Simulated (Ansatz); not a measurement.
An element in the bcc structure gives these cold pressures by all-electron LAPW under PBE (Ansatz 0.2.0, scalar-relativistic, no spin polarisation).

```tsv
V (Å³/atom)	P (GPa)
33.05	0.02
30.41	3.64
27.76	8.70
25.12	15.81
22.48	26.0
19.83	41.4
17.19	65.8
14.87	99.0
```

Q: Which element is it?

A: Y. Its zero-pressure volume in this structure is near 33.1 Å³/atom; the volume and the steepness of P(V) together point to it, though neighbours can come close. Other candidates weren't computed, and some may come near.
